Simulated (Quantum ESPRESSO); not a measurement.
InP under changes of volume

One of the cells (21.227 Å³/atom); the others are scaled copies at fixed shape and fractional positions:

```xyz
2
Lattice="0.0000 2.7688 2.7688 2.7688 0.0000 2.7688 2.7688 2.7688 0.0000" Properties=species:S:1:pos:R:3 pbc="T T T"
In    0.0000    0.0000    0.0000
P     2.7688    2.7688    2.7688
```

Measurements of this composition are mostly on another form, of space group No. 216.

| Quantity | Value |
| --- | --- |
| Program | Quantum ESPRESSO 7.5 |
| Functional | PBE |
| Potentials or basis | SSSP 1.3 efficiency PBE |
| Cutoff | 748 eV |
| Density cutoff | 5987 eV |
| k mesh | 8 × 8 × 8 |
| Occupations | fermi-dirac, width 0.05 eV |
| Spin | no spin polarisation |

| volume (Å³/atom) | energy over the lowest point (meV/atom) | pressure (GPa) |
| --- | --- | --- |
| 19.953 | 20.08 | 5.3 |
| 20.378 | ? | ? |
| 20.803 | 2.09 | 1.6 |
| 21.227 | 0.00 | 0.0 |
| 21.652 | 1.84 | -1.4 |
| 22.076 | 7.18 | -2.6 |
| 22.501 | 15.55 | -3.7 |

Problem. What does the run at 20.378 Å³/atom give?

Solution. Energy over the lowest point 8.59 meV/atom; pressure 3.4 GPa.

Worked out: A Birch-Murnaghan fit of order 3 (a polynomial in V^(-2/3)) to the other rows has its minimum at 21.23 Å³/atom with B0 = V·E''(V) = 74 GPa and B' = 5.0. It gives 8.58 meV/atom at 20.378 Å³/atom, against the run's 8.59, and -dE/dV = 3.4 GPa, against 3.4.

Energies are extrapolated to zero smearing.
